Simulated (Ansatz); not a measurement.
Relaxed (101) slab cut from Si₂Mo (space group I4/mmm (No. 139)); the slab's formula is Si2Mo, its outer planes Si (top) and Si (bottom):

```yaml
crystal:
  lattice:
    - [3.19007, 0.00000, 0.00000]
    - [-1.59504, 4.22346, 0.00000]
    - [0.00000, 0.00000, 25.84090]
  atoms:
    - { symbol: Si, position: [0.44007, 0.87950, 0.29631] }
    - { symbol: Mo, position: [0.14871, 0.29790, 0.33116] }
    - { symbol: Si, position: [0.85742, 0.71501, 0.36600] }
    - { symbol: Si, position: [0.57278, 0.14559, 0.40392] }
    - { symbol: Mo, position: [0.28612, 0.57230, 0.44344] }
    - { symbol: Si, position: [0.99909, 0.99824, 0.48094] }
    - { symbol: Si, position: [0.71404, 0.42804, 0.51906] }
    - { symbol: Mo, position: [0.42701, 0.85398, 0.55656] }
    - { symbol: Si, position: [0.14036, 0.28068, 0.59608] }
    - { symbol: Si, position: [0.85572, 0.71126, 0.63400] }
    - { symbol: Mo, position: [0.56443, 0.12838, 0.66884] }
    - { symbol: Si, position: [0.27307, 0.54677, 0.70369] }
```

Computed with DFT PBEsol, scalar-relativistic, plane waves, PAW in Ansatz 0.2.0. Settings: cutoff 420 eV, Γ-centred mesh 12×8×1 on the computed 12-atom cell, Gaussian smearing of 0.10 eV; no spin polarisation. A dipole correction removes the field between periodic images along c.

The potential is the smooth part; its values at the atoms depend on the PAW datasets.

Q: How does the plane-averaged electrostatic potential energy of an electron run along c, counted from the Fermi level?

A:
| z (Å) | V (eV) |
| --- | --- |
| 2.87 | 5.04 |
| 3.16 | 5.04 |
| 3.45 | 5.04 |
| 3.73 | 5.04 |
| 4.02 | 5.04 |
| 4.31 | 5.04 |
| 4.59 | 5.03 |
| 4.88 | 5.02 |
| 5.17 | 5.00 |
| 5.46 | 4.95 |
| 5.74 | 4.84 |
| 6.03 | 4.61 |
| 6.32 | 4.10 |
| 6.60 | 3.05 |
| 6.89 | 0.93 |
| 7.18 | -2.96 |
| 7.47 | -6.85 |
| 7.75 | -9.98 |
| 8.04 | -12.51 |
| 8.33 | -13.65 |
| 8.61 | -13.90 |
| 8.90 | -13.65 |
| 9.19 | -12.37 |
| 9.47 | -10.53 |
| 9.76 | -9.59 |
| 10.05 | -9.41 |
| 10.34 | -9.50 |
| 10.62 | -10.22 |
| 10.91 | -11.45 |
| 11.20 | -12.50 |
| 11.48 | -13.21 |
| 11.77 | -12.83 |
| 12.06 | -11.84 |
| 12.35 | -10.41 |
| 12.63 | -9.53 |
| 12.92 | -9.44 |
| 13.21 | -9.53 |
| 13.49 | -10.41 |
| 13.78 | -11.84 |
| 14.07 | -12.83 |
| 14.36 | -13.21 |
| 14.64 | -12.50 |
| 14.93 | -11.45 |
| 15.22 | -10.22 |
| 15.50 | -9.50 |
| 15.79 | -9.41 |
| 16.08 | -9.59 |
| 16.37 | -10.53 |
| 16.65 | -12.37 |
| 16.94 | -13.65 |
| 17.23 | -13.90 |
| 17.51 | -13.65 |
| 17.80 | -12.51 |
| 18.09 | -9.98 |
| 18.38 | -6.85 |
| 18.66 | -2.96 |
| 18.95 | 0.93 |
| 19.24 | 3.05 |
| 19.52 | 4.10 |
| 19.81 | 4.61 |
| 20.10 | 4.84 |
| 20.39 | 4.95 |
| 20.67 | 5.00 |
| 20.96 | 5.02 |
| 21.25 | 5.03 |
| 21.53 | 5.04 |
| 21.82 | 5.04 |
| 22.11 | 5.04 |
| 22.40 | 5.04 |
| 22.68 | 5.04 |
| 22.97 | 5.04 |

The vacuum level lies 5.04 eV above the Fermi level.

Cost: 1 run of about 19 core-minutes, on Intel Xeon Processor @ 2.50GHz (Skylake/Cascade Lake) (shared hosts).